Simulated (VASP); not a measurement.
Wanted: the native input for a VASP 6.6.1 run.

| Property | Result |
| --- | --- |
| Task | single point |
| Functional | PBE |
| Potentials or basis | VASP PAW PBE potentials, release 64 (Al) |
| Cutoff | 520 eV |
| k mesh | 15 × 15 × 1 |
| Occupations | methfessel-paxton, width 0.1 eV |
| Spin | no spin polarisation |
| Dipole correction | yes |
| Further INCAR settings | ALGO = Normal; EDIFF = 1e-06; NBANDS = 14 |

The structure of Al lies in POSCAR:

```
Al
1.0
    1.4602435473      2.5292160153      0.0000000000
   -2.9204870946      0.0000000000      0.0000000000
    0.0000000000      0.0000000000     28.5828597884
Al
4
Direct
    0.3333333333      0.6666666667      0.5359819038
    0.0000000000      1.0000000000      0.6161404051
    0.6666666667      0.3333333333      0.6949455205
    0.3333333333      0.6666666667      0.7758730563
```

The cell was built by a generator and needn't be a form met in nature.

One way to write it, as run:

INCAR

```
SYSTEM = Al
ALGO = Normal
DIPOL = 0.5 0.5 0.656
EDIFF = 1E-6
ENCUT = 520
GGA = PE
IDIPOL = 3
ISIF = 2
ISMEAR = 1
LASPH = .True.
LCHARG = .True.
LDIPOL = .True.
LELF = .True.
LREAL = .False.
LVACPOTAV = .True.
LVHAR = .True.
LWAVE = .False.
NBANDS = 14
NELM = 100
PREC = Accurate
SIGMA = 0.1
```

KPOINTS

```
k-points
0
Gamma
  15 15 1
  0 0 0
```

Potentials or basis: VASP PAW PBE potentials, release 64 (Al).

Run with:

```console
$ cat potpaw_PBE.64/Al/POTCAR > POTCAR
$ mpirun -np 1 vasp_std > vasp.out
```

Results of the run:

| Quantity | Value |
| --- | --- |
| Largest force | 0.079 eV/Å |
| Band gap on the k mesh | none (metal or under the smearing width) |
| Work function of the upper face | 3.96 eV |
| Work function of the lower face | 3.97 eV |

It took 99 s on 1 thread of AMD EPYC 9R45 96-Core Processor (Zen 5) (shared host), peak memory 0.31 GiB.
